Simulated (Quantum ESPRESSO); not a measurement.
# Mo (Im-3m) in Quantum ESPRESSO: further runs, part 2 of 3

Quantum ESPRESSO 7.5.

## (3) Phonons, LDA

File pw.in:

```
&CONTROL
  calculation = 'scf'
  prefix = 'pwscf'
  outdir = './tmp'
  pseudo_dir = './pseudo'
  tprnfor = .true.
  tstress = .true.
  disk_io = 'low'
/
&SYSTEM
  ibrav = 0
  nat = 1
  ntyp = 1
  ecutwfc = 80
  nbnd = 13
  occupations = 'smearing'
  smearing = 'mv'
  degauss = 0.01469973
/
&ELECTRONS
  conv_thr = 2d-10
  electron_maxstep = 120
  mixing_beta = 0.5
/
ATOMIC_SPECIES
Mo    95.9500 Mo.upf
CELL_PARAMETERS angstrom
  -1.5838089719    1.5838089719    1.5838089719
   1.5838089719   -1.5838089719    1.5838089719
   1.5838089719    1.5838089719   -1.5838089719
ATOMIC_POSITIONS crystal
Mo     0.0000000000    0.0000000000    0.0000000000
K_POINTS automatic
8 8 8 0 0 0
```

File relax.in:

```
&CONTROL
  calculation = 'vc-relax'
  prefix = 'pwscf'
  outdir = './tmp'
  pseudo_dir = './pseudo'
  tprnfor = .true.
  tstress = .true.
  disk_io = 'low'
  nstep = 40
  forc_conv_thr = 0.0001
  etot_conv_thr = 1d-06
/
&SYSTEM
  ibrav = 0
  nat = 1
  ntyp = 1
  ecutwfc = 80
  nbnd = 13
  occupations = 'smearing'
  smearing = 'mv'
  degauss = 0.01469973
/
&ELECTRONS
  conv_thr = 2d-10
  electron_maxstep = 120
  mixing_beta = 0.5
/
&IONS
  ion_dynamics = 'bfgs'
/
&CELL
  cell_dynamics = 'bfgs'
  press = 0
  press_conv_thr = 0.2
/
ATOMIC_SPECIES
Mo    95.9500 Mo.upf
CELL_PARAMETERS angstrom
  -1.5838089719    1.5838089719    1.5838089719
   1.5838089719   -1.5838089719    1.5838089719
   1.5838089719    1.5838089719   -1.5838089719
ATOMIC_POSITIONS crystal
Mo     0.0000000000    0.0000000000    0.0000000000
K_POINTS automatic
8 8 8 0 0 0
```

File scf2.in:

```
&CONTROL
  calculation = 'scf'
  prefix = 'pwscf'
  outdir = './tmp'
  pseudo_dir = './pseudo'
  tprnfor = .true.
  tstress = .true.
  disk_io = 'low'
/
&SYSTEM
  ibrav = 0
  nat = 1
  ntyp = 1
  ecutwfc = 80
  nbnd = 13
  occupations = 'smearing'
  smearing = 'mv'
  degauss = 0.01469973
/
&ELECTRONS
  conv_thr = 1d-13
  electron_maxstep = 120
  mixing_beta = 0.5
  startingpot = 'file'
  startingwfc = 'file'
/
ATOMIC_SPECIES
Mo    95.9500 Mo.upf
CELL_PARAMETERS angstrom
  -1.5572250732    1.5572250732    1.5572250732
   1.5572250732   -1.5572250732    1.5572250732
   1.5572250732    1.5572250732   -1.5572250732
ATOMIC_POSITIONS crystal
Mo     0.0000000000    0.0000000000    0.0000000000
K_POINTS automatic
8 8 8 0 0 0
```

File ph.in:

```
phonons of Mo
&INPUTPH
  prefix = 'pwscf'
  outdir = './tmp'
  tr2_ph = 1d-18
  fildyn = 'dyn'
  niter_ph = 90
  alpha_mix(1) = 0.4
/
0.4330127019 0.4330127019 0.0000000000
```

Potentials or basis: PseudoDojo 0.4.1 SR LDA standard.

Started as:

```bash
$ OMP_NUM_THREADS=1 pw.x -in pw.in > pw.out
$ OMP_NUM_THREADS=1 pw.x -in relax.in > relax.out
$ OMP_NUM_THREADS=1 pw.x -in scf2.in > scf2.out
$ OMP_NUM_THREADS=1 ph.x -in ph.in > ph.out
```

pw.out:

```text
This program is part of the open-source Quantum ESPRESSO suite
     for quantum simulation of materials; please cite
[... 9 lines left out ...]
     --------------------
     sticks:   dense  smooth     PW     G-vecs:    dense   smooth      PW
     Sum         645     645    229                10425    10425    2243

     Using Slab Decomposition

     bravais-lattice index     =            0
     lattice parameter (alat)  =       5.1840  a.u.
     unit-cell volume          =     107.2420 (a.u.)^3
     number of atoms/cell      =            1
     number of atomic types    =            1
     number of electrons       =        14.00
     number of Kohn-Sham states=           13
     kinetic-energy cutoff     =      80.0000  Ry
     charge density cutoff     =     320.0000  Ry
     scf convergence threshold =      2.0E-10
     mixing beta               =       0.5000
     number of iterations used =            8  plain     mixing
     Exchange-correlation= SLA  PW   NOGX NOGC
                           (   1   4   0   0   0   0   0)

     celldm(1)=   5.183968  celldm(2)=   0.000000  celldm(3)=   0.000000
     celldm(4)=   0.000000  celldm(5)=   0.000000  celldm(6)=   0.000000

     crystal axes: (cart. coord. in units of alat)
               a(1) = (  -0.577350   0.577350   0.577350 )
               a(2) = (   0.577350  -0.577350   0.577350 )
               a(3) = (   0.577350   0.577350  -0.577350 )

     reciprocal axes: (cart. coord. in units 2 pi/alat)
               b(1) = ( -0.000000  0.866025  0.866025 )
               b(2) = (  0.866025 -0.000000  0.866025 )
               b(3) = (  0.866025  0.866025  0.000000 )

     PseudoPot. # 1 for Mo read from file:
     Mo.upf
     Pseudo is Norm-conserving + core correction, Zval = 14.0
     Generated using ONCVPSP code by D. R. Hamann
     Using radial grid of 1602 points,  6 beta functions with:
                l(1) =   0
                l(2) =   0
                l(3) =   1
                l(4) =   1
                l(5) =   2
                l(6) =   2

     atomic species   valence    mass     pseudopotential
     Mo               14.00    95.95000     Mo( 1.00)

     48 Sym. Ops., with inversion, found

   Cartesian axes

     site n.     atom                  positions (alat units)
         1        Mo     tau(   1) = (   0.0000000   0.0000000   0.0000000  )

     number of k points=    29  Marzari-Vanderbilt smearing, width (Ry)=  0.0147
                       cart. coord. in units 2pi/alat
        k(    1) = (   0.0000000   0.0000000   0.0000000), wk =   0.0039062
        k(    2) = (   0.1082532   0.1082532   0.0000000), wk =   0.0468750
        k(    3) = (   0.2165064   0.2165064   0.0000000), wk =   0.0468750
        k(    4) = (   0.3247595   0.3247595   0.0000000), wk =   0.0468750
        k(    5) = (  -0.4330127  -0.4330127   0.0000000), wk =   0.0234375
        k(    6) = (   0.2165064   0.1082532   0.1082532), wk =   0.0937500
[... 21 lines left out ...]
        k(   28) = (  -0.8660254  -0.1082532  -0.1082532), wk =   0.0468750
        k(   29) = (  -0.8660254  -0.8660254  -0.8660254), wk =   0.0039062

     Dense  grid:    10425 G-vectors     FFT dimensions: (  30,  30,  30)

     Initial potential from superposition of free atoms

     starting charge      13.9989, renormalised to      14.0000
     Starting wfcs are   10 randomized atomic wfcs +    3 random wfcs

     Self-consistent Calculation

     iteration #  1     ecut=    80.00 Ry     beta= 0.50
     Davidson diagonalization with overlap
     ethr =  1.00E-02,  avg # of iterations =  3.8
     Minimization algorithm failed to find Fermi energy: reverting to bisection
     Possible cause: smearing is larger than the electronic band-gap.

     Threshold (ethr) on eigenvalues was too large:
     Diagonalizing with lowered threshold

     Davidson diagonalization with overlap
     ethr =  9.51E-04,  avg # of iterations =  1.1
     Minimization algorithm failed to find Fermi energy: reverting to bisection
     Possible cause: smearing is larger than the electronic band-gap.

     total energy              =    -140.71406248 Ry
     estimated scf accuracy    <       0.13476757 Ry

     iteration #  2     ecut=    80.00 Ry     beta= 0.50
     Davidson diagonalization with overlap
     ethr =  9.63E-04,  avg # of iterations =  2.0

     total energy              =    -140.73553633 Ry
     estimated scf accuracy    <       0.00325011 Ry

     iteration #  3     ecut=    80.00 Ry     beta= 0.50
     Davidson diagonalization with overlap
     ethr =  2.32E-05,  avg # of iterations =  2.3

     total energy              =    -140.73552953 Ry
     estimated scf accuracy    <       0.00057560 Ry

     iteration #  4     ecut=    80.00 Ry     beta= 0.50
     Davidson diagonalization with overlap
     ethr =  4.11E-06,  avg # of iterations =  1.2
[... 15 lines left out ...]
     total energy              =    -140.73555600 Ry
     estimated scf accuracy    <       0.00000002 Ry

     iteration #  7     ecut=    80.00 Ry     beta= 0.50
     Davidson diagonalization with overlap
     ethr =  1.17E-10,  avg # of iterations =  2.0

     total energy              =    -140.73555600 Ry
     estimated scf accuracy    <          4.8E-10 Ry

     iteration #  8     ecut=    80.00 Ry     beta= 0.50
     Davidson diagonalization with overlap
     ethr =  3.41E-12,  avg # of iterations =  2.0

     End of self-consistent calculation

          k = 0.0000 0.0000 0.0000 (  1289 PWs)   bands (ev):

   -40.4698 -13.8155 -13.8155 -13.8155  13.4847  19.3385  19.3385  19.3385
    22.2735  22.2735  35.6177  35.6177  35.6177

          k = 0.1083 0.1083 0.0000 (  1300 PWs)   bands (ev):

   -40.4339 -14.0238 -13.8802 -13.8170  14.1342  18.9849  19.2529  19.9687
    21.8568  22.2934  36.0101  36.6872  36.7234

          k = 0.2165 0.2165 0.0000 (  1312 PWs)   bands (ev):

   -40.3463 -14.5086 -14.0336 -13.8206  15.4440  18.2348  19.1377  21.7170
    21.7666  22.4335  35.5270  36.7170  39.6489

          k = 0.3248 0.3248 0.0000 (  1300 PWs)   bands (ev):

   -40.2573 -14.9710 -14.1830 -13.8245  15.6454  17.5912  20.6555  22.2548
    22.7263  24.0291  33.6130  33.7991  39.9008

          k =-0.4330-0.4330 0.0000 (  1312 PWs)   bands (ev):

   -40.2200 -15.1568 -14.2438 -13.8261  15.4415  17.3481  22.2743  22.2999
    22.9066  25.3390  32.0110  32.7124  37.7861

          k = 0.2165 0.1083 0.1083 (  1310 PWs)   bands (ev):

   -40.3721 -14.3555 -13.9576 -13.8660  15.2143  18.6331  18.7042  21.3389
    21.4538  22.5563  36.6657  36.9373  37.9697

          k = 0.3248 0.2165 0.1083 (  1300 PWs)   bands (ev):

   -40.2836 -14.7743 -14.1453 -13.8885  16.1681  17.9335  18.9676  21.6726
    22.8534  23.7454  34.6725  35.6450  39.7049

          k = 0.4330 0.3248 0.1083 (  1292 PWs)   bands (ev):

   -40.2202 -15.0535 -14.2915 -13.8959  15.9468  17.5377  20.4326  22.1547
    23.2724  26.1092  32.1584  33.6454  37.3577
[... 23 lines left out ...]
   -40.2104 -14.9638 -14.3704 -14.0221  16.6281  17.3793  20.1010  22.6332
    22.9655  28.2413  30.9218  33.5785  35.0776

          k = 0.0000 0.0000 0.2165 (  1313 PWs)   bands (ev):

   -40.3995 -14.0835 -13.9466 -13.9466  14.7471  19.3407  19.3407  19.9292
    20.7530  22.8400  36.8144  37.7033  37.7033

          k = 0.4330 0.3248 0.3248 (  1285 PWs)   bands (ev):

   -40.2064 -14.8092 -14.4621 -14.1405  17.1901  17.9590  18.8366  22.7889
    22.9761  29.4292  30.9269  32.6766  34.6277

          k = 0.0000-0.1083 0.3248 (  1299 PWs)   bands (ev):

   -40.3155 -14.4952 -14.1040 -13.9767  16.0028  18.8342  18.9127  20.5456
    21.5186  23.2588  35.9701  37.2949  39.9000

          k =-0.0000-0.2165 0.4330 (  1295 PWs)   bands (ev):

   -40.2302 -14.9242 -14.2572 -13.9703  16.1773  18.2483  19.1404  21.4360
    23.8670  24.1417  33.5540  35.4407  38.6557

          k = 0.1083-0.1083 0.4330 (  1297 PWs)   bands (ev):

   -40.2345 -14.7634 -14.3037 -14.0555  16.8661  17.8604  19.2153  20.7466
    22.8846  24.4165  34.4584  36.8459  39.4222

          k =-0.8660-0.3248-0.3248 (  1292 PWs)   bands (ev):

   -40.1946 -15.0978 -14.3195 -13.9668  15.9216  18.0225  19.7229  21.3873
    25.2228  25.5934  31.7506  34.4958  36.7843

          k =-0.7578-0.2165-0.3248 (  1293 PWs)   bands (ev):

   -40.1766 -14.9586 -14.4804 -14.0606  16.6964  18.0158  18.7630  21.4560
    23.8582  27.3240  32.0340  34.5987  37.7794

          k =-0.6495-0.2165-0.2165 (  1274 PWs)   bands (ev):

   -40.1542 -14.7857 -14.7857 -14.0731  17.6022  17.6022  17.8688  22.9146
    22.9146  30.8116  31.1668  31.1668  40.3385

          k = 0.4330 0.4330 0.4330 (  1256 PWs)   bands (ev):

   -40.2007 -14.4945 -14.4945 -14.4945  18.1026  18.1026  18.1026  23.0256
    23.0256  29.9780  32.1128  32.1128  32.1128

          k = 0.0000 0.0000 0.4330 (  1297 PWs)   bands (ev):

   -40.2404 -14.5339 -14.2705 -14.2705  16.9507  18.0654  20.0761  20.0761
    21.5437  23.9783  35.8215  38.8301  39.0590

          k =-0.0000-0.1083 0.5413 (  1295 PWs)   bands (ev):

   -40.1644 -14.8119 -14.4323 -14.3100  16.8107  17.3603  20.0722  20.8867
    23.5219  25.5344  34.2720  36.2843  37.4278

          k =-0.8660-0.2165-0.2165 (  1300 PWs)   bands (ev):

   -40.1327 -14.9529 -14.4981 -14.2966  16.3864  17.4050  19.9286  20.9806
    24.9525  28.0631  31.1591  34.4919  37.7715

          k =-0.7578-0.1083-0.2165 (  1299 PWs)   bands (ev):

   -40.1144 -14.8436 -14.6567 -14.3507  16.4689  16.7434  20.0767  22.4682
    23.9684  28.4863  32.0092  32.8842  39.2135

          k =-0.0000-0.0000 0.6495 (  1296 PWs)   bands (ev):

   -40.0979 -14.7318 -14.6024 -14.6024  16.0609  16.3582  22.2669  22.2669
    23.5607  26.8334  33.4065  33.4065  38.1698

          k =-0.8660-0.1083-0.1083 (  1292 PWs)   bands (ev):

   -40.0701 -14.8043 -14.6714 -14.6137  15.7377  15.8808  22.6553  22.9761
    24.6950  29.3385  30.3174  31.6089  40.1519

          k =-0.8660-0.8660-0.8660 (  1264 PWs)   bands (ev):

   -40.0440 -14.7416 -14.7416 -14.7416  15.3481  15.3481  24.5919  24.5919
    24.5919  29.6228  29.6228  29.6228  39.8221

     the Fermi energy is    20.5756 ev

!    total energy              =    -140.73555600 Ry
     estimated scf accuracy    <          2.2E-11 Ry
     smearing contrib. (-TS)   =      -0.00027402 Ry
     internal energy E=F+TS    =    -140.73528199 Ry

     The total energy is F=E-TS. E is the sum of the following terms:
     one-electron contribution =     -19.07576636 Ry
     hartree contribution      =      17.99279196 Ry
     xc contribution           =     -20.49125648 Ry
     ewald contribution        =    -119.16105111 Ry

     convergence has been achieved in   8 iterations

     Forces acting on atoms (cartesian axes, Ry/au):

     atom    1 type  1   force =     0.00000000    0.00000000    0.00000000

     Total force =     0.000000     Total SCF correction =     0.000000

     Computing stress (Cartesian axis) and pressure

          total   stress  (Ry/bohr**3)                   (kbar)     P=     -130.70
  -0.00088851   0.00000000   0.00000000         -130.70        0.00        0.00
   0.00000000  -0.00088851   0.00000000            0.00     -130.70        0.00
   0.00000000   0.00000000  -0.00088851            0.00        0.00     -130.70

=------------------------------------------------------------------------------=
   JOB DONE.
=------------------------------------------------------------------------------=
```

Wall time 2.8 min (1 thread of Arm Neoverse V2, shared host); peak memory 0.09 GiB.

What came out:

- Free energy: -1914.8381 eV
- Relaxed volume: 15.10 Å³/atom
- Relaxed cell: a = 2.697 Å, b = 2.697 Å, c = 2.697 Å, α = 109.47°, β = 109.47°, γ = 109.47°
- Space group after relaxing (to 0.05 Å): Im-3m (No. 229)
- Pressure after relaxing: 0.0 GPa
- Band gap on the k mesh: none (metal or under the smearing width)
- Highest phonon frequency at the q point run: 275 cm⁻¹

Step by step:
| step | energy change (eV) | largest force (eV/Å) | pressure (GPa) | volume (Å³) |
| --- | --- | --- | --- | --- |
| 1 | 0.0000 | 0.0000 | -13.07 | 15.89 |
| 2 | -0.0297 | 0.0000 | 4.87 | 14.86 |
| 3 | -0.0334 | 0.0000 | -0.34 | 15.12 |
| 4 | -0.0334 | 0.0000 | -0.01 | 15.11 |
| 5 | -0.0334 | 0.0000 | 0.00 | 15.10 |

Final structure:
```cif
data_structure
_symmetry_space_group_name_H-M 'P 1'
_symmetry_Int_Tables_number 1
_cell_length_a 2.6972
_cell_length_b 2.6972
_cell_length_c 2.6972
_cell_angle_alpha 109.471
_cell_angle_beta 109.471
_cell_angle_gamma 109.471
_cell_volume 15.10
loop_
_atom_site_label
_atom_site_type_symbol
_atom_site_fract_x
_atom_site_fract_y
_atom_site_fract_z
_atom_site_occupancy
Mo1 Mo 0.00000 0.00000 0.00000 1
```

Phonon frequencies in cm⁻¹ (negative: imaginary):
```tsv
q point	frequencies
(0.000, 0.000, 0.500)	91 190 275
```

Phonon modes at q = (0.000, 0.000, 0.500) in reciprocal lattice units:
```tsv
mode	symmetry	cm⁻¹
1	B_1u	91
2	B_2u	190
3	B_3u	275
```

Caveat: the k mesh is coarse; the mesh is thin for the phonons of a metal.

[end of part 2 of 3]
